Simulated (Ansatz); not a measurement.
The system is NbAs.

```
CELL_PARAMETERS angstrom
-1.72585 1.72585 5.84000
1.72585 -1.72585 5.84000
1.72585 1.72585 -5.84000
ATOMIC_POSITIONS crystal
Nb 0.50000 0.00000 0.50000
Nb 0.75000 0.75000 0.00000
As 0.91600 0.41600 0.50000
As 0.16600 0.16600 0.00000
```

- Program: Ansatz 0.2.0
- Task: relaxation of cell and atoms
- Functional: PBEsol
- Potentials or basis: Ansatz PAW
- Cutoff: 420 eV (not typed: the program's choice for these potentials)
- k mesh: 11 × 11 × 11
- Occupations: fermi-dirac, width 0.05 eV
- Spin: no spin polarisation

At the start: volume 17.39 Å³/atom.

**Question.** How do energy, volume and symmetry change on relaxing?

**Answer.** It ends after 4 steps and the volume is 17.15 Å³/atom (-1.4 %); space group I4_1md (No. 109, to 0.05 Å).

Step by step:
```csv
step,energy change (eV),largest force (eV/Å),volume (Å³)
1,0.0000,0.2880,69.58
2,-0.0014,0.1646,67.42
3,-0.0155,0.0061,68.59
4,-0.0153,0.0061,68.59
```

Final structure:
```
Nb As
1.0
    -1.71984    1.71984    5.79688
     1.71984   -1.71984    5.79688
     1.71984    1.71984   -5.79688
Nb As
2 2
Direct
  0.49876 0.99876 0.50000
  0.74876 0.74876 0.00000
  0.91724 0.41724 0.50000
  0.16724 0.16724 0.00000
```

Caveat: the plane-wave basis is chosen anew once the cell has moved, so the energies of steps on either side of that aren't comparable; the PAW data sets come from PBE, with cores solved anew for the run's functional, which leaves a small shift of forces and pressure.
